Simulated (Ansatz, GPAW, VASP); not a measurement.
**One calculation of Al, 4 ways**

```
Al
1.0
     0.00000    2.02481    2.02481
     2.02481    0.00000    2.02481
     2.02481    2.02481    0.00000
Al
1
Direct
  0.00000 0.00000 0.00000
```

Alike in all runs: task single point; functional RPBE; k mesh 11 × 11 × 11; occupations gaussian, width 0.02 eV; no spin polarisation; no spin-orbit coupling. Pressure is positive in compression and, in plane waves, holds the error of the finite cutoff, which Ansatz's Pulay term estimates and takes out.

```csv
program and potentials,plane-wave cutoff (eV),notes,pressure (GPa)
"Ansatz, Ansatz PAW",420,"potentials made for PBE, which Ansatz adapts in part; Pulay term of +0.07 GPa included",0.94
"Ansatz, all-electron LAPW, scalar-relativistic",-,-,0.96
"VASP, PBE PAW files Al_GW, 550 eV",550,potentials made for PBE,0.76
"GPAW, the program's PAW data sets (release 1.2.1) made for this functional",600,-,1.08
```

The pressure spans 0.76 (VASP, PBE PAW files Al_GW, 550 eV) to 1.08 GPa (GPAW, the program's PAW data sets (release 1.2.1) made for this functional), with all-electron results at 0.96. Some sets were made for another functional than the one run, which can shift their rows.

The functional is the same throughout but for its coding, so the spread measures potentials, basis and numerics; runs on potential files found faulty are left out.

All four calculations put the aluminium cell under modest compression, so RPBE favours a slightly larger volume than the one given. This fits the functional's known character: its exchange enhancement rises more steeply with the density gradient than that of PBE, which favours inhomogeneous densities and tends to weaken bonding and expand lattices. In aluminium the valence density is nearly free-electron-like, and the gradients that matter lie largely where the valence states overlap the ion cores.

Ansatz PAW, at 0.94 GPa, nearly reproduces the all-electron 0.96 GPa, while VASP falls below it and GPAW above. Potentials made for the functional therefore don't by themselves secure the closest agreement here; the low VASP value may reflect the core-valence treatment, residual basis-set stress or both. Set against the stiffness of aluminium, the whole spread amounts to only a very small change in lattice constant. The sign of the pressure is thus a robust result, but a single volume gives neither the equilibrium lattice constant nor the bulk modulus.
